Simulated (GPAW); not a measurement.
The system is BeTe.

```
Te Be
1.0
     0.00000    2.77000    2.77000
     2.77000    0.00000    2.77000
     2.77000    2.77000    0.00000
Te Be
1 1
Direct
  0.75000 0.75000 0.75000
  0.00000 0.00000 0.00000
```

Base run:

- Program: GPAW 26.7.0
- Functional: PBE
- Potentials or basis: GPAW PAW data sets (gpaw-data 1.2.1)
- Cutoff: 600 eV
- Basis: pw
- k mesh: 7 × 7 × 7
- Occupations: fermi-dirac, width 0.05 eV
- Spin: no spin polarisation

Its results: band gap on the k mesh 1.92 eV, indirect (least direct gap 3.58 eV).

Problem. The run is repeated on the same cell with these changes: functional from PBE to PBE0; k mesh from 7 × 7 × 7 to 6 × 6 × 6. What comes out?

Solution. Band gap on the k mesh 3.18 eV, indirect (least direct gap 5.10 eV).

Several settings changed at once, so the effect can't be laid on one alone.

Caveats: spin-orbit coupling is left out, which moves the levels of the heavy elements; an odd mesh through Γ misses points on the zone boundary, where band edges often lie (some runs).
